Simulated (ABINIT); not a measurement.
# Si (Fd-3m) in ABINIT: single point with PBEsol

Aim: the single point of Si with PBEsol.

Everything below comes from runs of ABINIT 10.8.3 (patched build). Logs are shortened: lines on timing, memory, paths and dates and some standing lists are left out, and cuts for length are marked. The log counts tension as positive stress, the text compression.

## Step 1: The crystal as given

The structure is cubic, space group Fd-3m (No. 227). Conventional cell: a = 5.431 Å, b = 5.431 Å, c = 5.431 Å, α = 90.00°, β = 90.00°, γ = 90.00°. Around Si (site symmetry -43m) lie 4 Si at 2.35 Å.

## Step 2: Single point, PBEsol

Contents of run.abi:

```
# Pseudopotentials
pp_dirpath "./"
pseudos "Si.upf"

# Structure
acell 3*1.0
rprim
     0.0000000000     5.1315512914     5.1315512914
     5.1315512914     0.0000000000     5.1315512914
     5.1315512914     5.1315512914     0.0000000000
ntypat 1
znucl 14
natom 2
typat 1 1
xred
     0.0000000000     0.0000000000     0.0000000000
     0.2500000000     0.2500000000     0.2500000000

# Plane-wave basis
ecut 489.804952 eV

# k points
kptopt 1
ngkpt 10 10 10
nshiftk 1
shiftk 0.0 0.0 0.0

# Exchange and correlation
ixc -116133

# Bands and occupations
nband 8
occopt 3
tsmear 0.00183747

# SCF cycle
nstep 100
tolvrs 1.0e-10

# Output
iomode 3
prtwf 0
prtden 0
prteig 0
prtebands 0
enunit 2
```

Potentials or basis: PseudoDojo NC SR PBEsol v0.4.1 standard.

Command:

```console
> abinit run.abi > log 2>&1
```

run.abo:

```text
.Version 10.8.3 of ABINIT
 Symmetries : space group Fd -3 m (#227); Bravais cF (face-center cubic)
================================================================================
 Values of the parameters that define the memory need of the present run
     intxc =       0    ionmov =       0      iscf =       7    lmnmax =       6
     lnmax =       6     mgfft =      30  mpssoang =       3    mqgrid =    3001
     natom =       2  nloc_mem =       1    nspden =       1   nspinor =       1
    nsppol =       1      nsym =      48    n1xccc =    2501    ntypat =       1
    occopt =       3   xclevel =       2
       mpw =         998          nfft =       27000          nkpt =          47
================================================================================
================================================================================

--------------------------------------------------------------------------------
------------- Echo of variables that govern the present computation ------------
--------------------------------------------------------------------------------
 -outvars: echo values of preprocessed input variables --------
            acell      1.0000000000E+00  1.0000000000E+00  1.0000000000E+00 Bohr
              amu      2.80855000E+01
             ecut      1.80000000E+01 Hartree
           enunit           2
              ixc     -116133
         kptrlatt       10    0    0      0   10    0      0    0   10
          kptrlen      7.25710943E+01
            natom           2
            nband           8
            ngfft          30      30      30
             nkpt          47
            nstep         100
             nsym          48
           ntypat           1
           occopt           3
           prtden           0
        prtebands           0
           prteig           0
            prtwf           0
            rprim      0.0000000000E+00  5.1315512914E+00  5.1315512914E+00
                       5.1315512914E+00  0.0000000000E+00  5.1315512914E+00
                       5.1315512914E+00  5.1315512914E+00  0.0000000000E+00
          spgroup         227
           tolvrs      1.00000000E-10
           tsmear      1.83747000E-03 Hartree
            typat      1  1
           xangst      0.0000000000E+00  0.0000000000E+00  0.0000000000E+00
                       1.3577499991E+00  1.3577499991E+00  1.3577499991E+00
            xcart      0.0000000000E+00  0.0000000000E+00  0.0000000000E+00
                       2.5657756457E+00  2.5657756457E+00  2.5657756457E+00
             xred      0.0000000000E+00  0.0000000000E+00  0.0000000000E+00
                       2.5000000000E-01  2.5000000000E-01  2.5000000000E-01
            znucl       14.00000

================================================================================

 chkinp: Checking input parameters for consistency.

[... 84 lines left out ...]
    1        2.00000          1.78270768
    2        2.00000          1.75065657
================================================================================

 ----iterations are completed or convergence reached----

 Mean square residual over all n,k,spin=   20.076E-08; max=  31.302E-06
 reduced coordinates (array xred) for    2 atoms
       0.000000000000      0.000000000000      0.000000000000
       0.250000000000      0.250000000000      0.250000000000
 rms dE/dt=  0.0000E+00; max dE/dt=  0.0000E+00; dE/dt below (all hartree)
    1       0.000000000000      0.000000000000      0.000000000000
    2       0.000000000000      0.000000000000      0.000000000000

 cartesian coordinates (angstrom) at end:
    1      0.00000000000000     0.00000000000000     0.00000000000000
    2      1.35774999907326     1.35774999907326     1.35774999907326

 cartesian forces (hartree/bohr) at end:
    1     -0.00000000000000    -0.00000000000000    -0.00000000000000
    2     -0.00000000000000    -0.00000000000000    -0.00000000000000
 frms,max,avg= 0.0000000E+00 0.0000000E+00   0.000E+00  0.000E+00  0.000E+00 h/b

 cartesian forces (eV/Angstrom) at end:
    1     -0.00000000000000    -0.00000000000000    -0.00000000000000
    2     -0.00000000000000    -0.00000000000000    -0.00000000000000
 frms,max,avg= 0.0000000E+00 0.0000000E+00   0.000E+00  0.000E+00  0.000E+00 e/A
 length scales=  1.000000000000  1.000000000000  1.000000000000 bohr
              =  0.529177210544  0.529177210544  0.529177210544 angstroms
 Fermi (or HOMO) energy (hartree) =   0.17694   Average Vxc (hartree)=  -0.34609
 Eigenvalues (hartree) for nkpt=  47  k points:
 kpt#   1, nband=  8, wtk=  0.00100, kpt=  0.0000  0.0000  0.0000 (reduced coord)
  -0.27177    0.16885    0.16885    0.16885    0.26123    0.26123    0.26123    0.28965
      occupation numbers for kpt#   1
   2.00000    1.97578    1.97578    1.97578    0.00000    0.00000    0.00000    0.00000
 prteigrs : prtvol=0 or 1, do not print more k-points.

 Fermi (or HOMO) energy (eV) =   4.81474   Average Vxc (eV)=  -9.41763
 Eigenvalues (   eV  ) for nkpt=  47  k points:
 kpt#   1, nband=  8, wtk=  0.00100, kpt=  0.0000  0.0000  0.0000 (reduced coord)
  -7.39526    4.59467    4.59467    4.59467    7.10847    7.10847    7.10847    7.88184
 prteigrs : prtvol=0 or 1, do not print more k-points.

--- !EnergyTerms
iteration_state     : {dtset: 1, }
comment             : Components of total free energy in Hartree
kinetic             :  3.06019715857582E+00
hartree             :  5.37518529458394E-01
xc                  : -3.07421304362656E+00
Ewald energy        : -8.39792528730189E+00
psp_core            :  4.65613308986716E-01
local_psp           : -2.29493723222553E+00
non_local_psp       :  1.24075756754270E+00
internal            : -8.46298899859035E+00
'-kT*entropy'       : -2.02195570437846E-06
total_energy        : -8.46299102054605E+00
total_energy_eV     : -2.30289717456348E+02
band_energy         : -1.45360174222400E-01
...

 Cartesian components of stress tensor (hartree/bohr^3)
  sigma(1 1)=  2.03847971E-07  sigma(3 2)=  0.00000000E+00
  sigma(2 2)=  2.03847971E-07  sigma(3 1)=  0.00000000E+00
  sigma(3 3)=  2.03847971E-07  sigma(2 1)=  0.00000000E+00

-Cartesian components of stress tensor (GPa)         [Pressure= -5.9974E-03 GPa]
- sigma(1 1)=  5.99741435E-03  sigma(3 2)=  0.00000000E+00
- sigma(2 2)=  5.99741435E-03  sigma(3 1)=  0.00000000E+00
- sigma(3 3)=  5.99741435E-03  sigma(2 1)=  0.00000000E+00

== END DATASET(S) ==============================================================
================================================================================

 -outvars: echo values of variables after computation  --------
            acell      1.0000000000E+00  1.0000000000E+00  1.0000000000E+00 Bohr
           etotal     -8.4629910205E+00
            fcart     -0.0000000000E+00 -0.0000000000E+00 -0.0000000000E+00
                      -0.0000000000E+00 -0.0000000000E+00 -0.0000000000E+00
            rprim      0.0000000000E+00  5.1315512914E+00  5.1315512914E+00
                       5.1315512914E+00  0.0000000000E+00  5.1315512914E+00
                       5.1315512914E+00  5.1315512914E+00  0.0000000000E+00
           strten      2.0384797051E-07  2.0384797051E-07  2.0384797051E-07
                       0.0000000000E+00  0.0000000000E+00  0.0000000000E+00
           xangst      0.0000000000E+00  0.0000000000E+00  0.0000000000E+00
                       1.3577499991E+00  1.3577499991E+00  1.3577499991E+00
             xred      0.0000000000E+00  0.0000000000E+00  0.0000000000E+00
                       2.5000000000E-01  2.5000000000E-01  2.5000000000E-01
 Calculation completed.
```

Run time: 9.2 s. Hardware: 1 thread of AMD EPYC 7R43 (Zen 3), shared host; peak memory 0.06 GiB.

Results:

* Free energy: -230.2897 eV
* Pressure: 0.0 GPa
* Band gap on the k mesh: 0.47 eV, indirect (least direct gap 2.51 eV)
* Valence electrons inside the program's atomic spheres: Si 1.78, 1.75 (radii [1.0584] Å)

A k mesh can miss the band edges. A hybrid or GW would open this gap; PBEsol tends to underestimate it.
